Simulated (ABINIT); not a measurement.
Crystal: BAs.

```xyz
2
Lattice="0.0000 2.3885 2.3885 2.3885 0.0000 2.3885 2.3885 2.3885 0.0000" Properties=species:S:1:pos:R:3 pbc="T T T"
As    3.5827    3.5827    3.5827
B     0.0000    0.0000    0.0000
```

Program: ABINIT 10.8.3 (patched build). Alike in all runs: task band structure; potentials or basis JTH PAW PBE v2.0; no spin polarisation; cell as given; k mesh 10 × 10 × 10; cutoff (eV) 490; smearing fermi-dirac 0.05 eV. Hardware: 1 thread of Arm Neoverse V2, on a shared host.

Task: Order these runs on this cell by their wall time, lowest first.
A. level LDA
B. level TB-mBJ
C. level r2SCAN

Result: A (37 s), C (140 s), B (280 s).

Runs at the PBE level aren't shown here.
